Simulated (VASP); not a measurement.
A run of VASP 6.6.1 is set up as follows.

Contents of INCAR:

```
SYSTEM = InP
PREC     = Accurate       ! precision mode
ENCUT    = 520            ! plane-wave cutoff, eV
EDIFF    = 1E-6           ! SCF threshold, eV
ISMEAR   = 0              ! smearing method
SIGMA    = 0.017          ! smearing width, eV
LREAL    = .False.        ! projectors in reciprocal space
LASPH    = .True.         ! aspherical terms in the spheres
NELM     = 60             ! most SCF steps
ALGO     = Fast           ! electronic algorithm
ISIF     = 2              ! what is computed and relaxed
LWAVE    = .False.        ! write WAVECAR
LCHARG   = .True.         ! write CHGCAR
GGA      = PE             ! functional
LELF     = .True.         ! ELF
LVHAR    = .True.
```

Contents of KPOINTS:

```
regular mesh
0
Gamma
  8 8 8
  0 0 0
```

POSCAR

```
InP
1.0
    0.0000000000      2.9305000000      2.9305000000
    2.9305000000      0.0000000000      2.9305000000
    2.9305000000      2.9305000000      0.0000000000
In P
1 1
Direct
    0.0000000000      0.0000000000      0.0000000000
    0.7500000000      0.7500000000      0.7500000000
```

Potentials or basis: VASP PAW PBE potentials, release 64 (In_d, P).

Launch:

```sh
$ cat potpaw_PBE.64/In_d/POTCAR potpaw_PBE.64/P/POTCAR > POTCAR
$ mpirun -np 1 vasp_std > vasp.out
```

(1) What does it give for the pressure?

(2) Predict the band gap on the k mesh.

## Answers

(1) 3.3 GPa.

(2) 0.71 eV, direct.

Caveat: spin-orbit coupling is left out, which moves the levels of the heavy elements.

**What was measured.**

A printed reference work, data compilation reports, for a bulk crystal of InP at 1.6 K: band gap 1.4236 eV (direct).

Against the measured gap of InP, 1.4236 eV (direct; 1.6 K; a printed reference work, data compilation), the calculated 0.71 eV is off by -0.71 eV. Spin-orbit coupling on In is left out. The value is that of PBE, without temperature or zero-point motion. Semilocal functionals fall short of measured gaps as a rule.
